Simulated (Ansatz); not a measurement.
## Energy landscape near a Rb structure

The calculation used Ansatz, DFT PBE, scalar-relativistic, plane waves, PAW.

Cutoff 420 eV; k points 12×12×12 on the computed 2-atom cell (Γ-centred); Gaussian smearing, width 0.10 eV; no spin polarisation.

Reference cell:

```xyz
2
Lattice="-2.3790 2.3790 8.4887 2.3790 -2.3790 8.4887 2.3790 2.3790 -8.4887" Properties=species:S:1:pos:R:3 pbc="T T T"
Rb    2.3790    0.0000    4.2443
Rb    0.0000    0.0000    8.4887
```

Each variant moves atoms of this cell by the vectors given, if any (Å), and then applies a symmetric strain (tensor components, Cartesian axes). The reference cell isn't relaxed at this level. Energies are per atom at zero smearing, counted from the lowest variant. Pressure is positive in compression.

1. strain (xx yy zz yz xz xy, %) -3.51 -3.51 2.49 0.00 0.00 0.00
2. strain (xx yy zz yz xz xy, %) -2.97 -2.97 6.03 0.00 0.00 0.00
3. strain (xx yy zz yz xz xy, %) -0.67 -0.67 5.33 0.00 0.00 0.00
4. strain (xx yy zz yz xz xy, %) -0.46 -0.46 2.54 0.00 0.00 0.00

| result | ΔE (meV/atom) | P (GPa) |
| --- | --- | --- |
| A | 2.8 | -0.10 |
| B | 0.0 | -0.05 |
| C | 4.5 | 0.00 |
| D | 2.9 | 0.11 |

Which variant gave which result?

A is 3, B is 4, C is 2, D is 1. The pressure falls as the cell grows: from the smallest volume to the largest the variants are 1, 2, 4, 3.

This form isn't the element's structure at ambient conditions.